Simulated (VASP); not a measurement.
Wanted: the native input for a VASP 6.6.1 run.

```yaml
Task: band structure
Functional: PBE
Potentials_or_basis: VASP PAW PBE potentials, release 64 (Zn, O)
Cutoff: 600 eV
k_mesh: 12 × 12 × 8
Occupations: gaussian, width 0.02 eV
Spin: no spin polarisation
Further_INCAR_settings: ALGO = Normal; EDIFF = 1e-06
```

The structure of ZnO lies in POSCAR:

```
ZnO                                     
1.0
    3.2862418568      0.0000000000      0.0000000000
   -1.6431209284      2.8459689237      0.0000000000
    0.0000000000      0.0000000000      5.3016915136
  Zn              O             
     2     2
Direct
     0.6666666699999979    0.3333333300000021    0.5005795292746171
     0.3333333300000021    0.6666666699999979    0.0005795292746171
     0.6666666699999979    0.3333333300000021    0.8797304707253844
     0.3333333300000021    0.6666666699999979    0.3797304707253844
```

The cell is a database's computed one.

The input as run:

INCAR

```
  PREC = Accurate
  ENCUT = 600
  EDIFF = 1E-6
  ISMEAR = 0
  SIGMA = 0.02
  LREAL = F
  LASPH = T
  NELM = 120
  ALGO = Normal
  ISIF = 2
  LWAVE = F
  LCHARG = F
  GGA = PE
  KPAR = 4
```

KPOINTS

```
regular mesh
0
Gamma
  12 12 8
```

KPOINTS_OPT

```
path GMKGALHA,LM,KH
15
line-mode
reciprocal
 0.0000000000  0.0000000000  0.0000000000  G
 0.5000000000  0.0000000000  0.0000000000  M

 0.5000000000  0.0000000000  0.0000000000  M
 0.3333333333  0.3333333333  0.0000000000  K

 0.3333333333  0.3333333333  0.0000000000  K
 0.0000000000  0.0000000000  0.0000000000  G

 0.0000000000  0.0000000000  0.0000000000  G
 0.0000000000  0.0000000000  0.5000000000  A

 0.0000000000  0.0000000000  0.5000000000  A
 0.5000000000  0.0000000000  0.5000000000  L

 0.5000000000  0.0000000000  0.5000000000  L
 0.3333333333  0.3333333333  0.5000000000  H

 0.3333333333  0.3333333333  0.5000000000  H
 0.0000000000  0.0000000000  0.5000000000  A

 0.5000000000  0.0000000000  0.5000000000  L
 0.5000000000  0.0000000000  0.0000000000  M

 0.3333333333  0.3333333333  0.0000000000  K
 0.3333333333  0.3333333333  0.5000000000  H
```

Potentials or basis: VASP PAW PBE potentials, release 64 (Zn, O).

Launch:

```console
$ cat potpaw_PBE.64/Zn/POTCAR potpaw_PBE.64/O/POTCAR > POTCAR
$ mpirun -np 4 vasp_std > vasp.out
```

Results of the run:

```yaml
Pressure: 0.0 GPa
Band_gap_on_the_k_mesh: 0.72 eV, direct
Band_gap_along_the_path: 0.72 eV, direct
```

Run time: 37 s on 4 MPI ranks on Intel(R) Xeon(R) 6975P-C (Granite Rapids), with other jobs on the host, peak memory 0.31 GiB a rank.
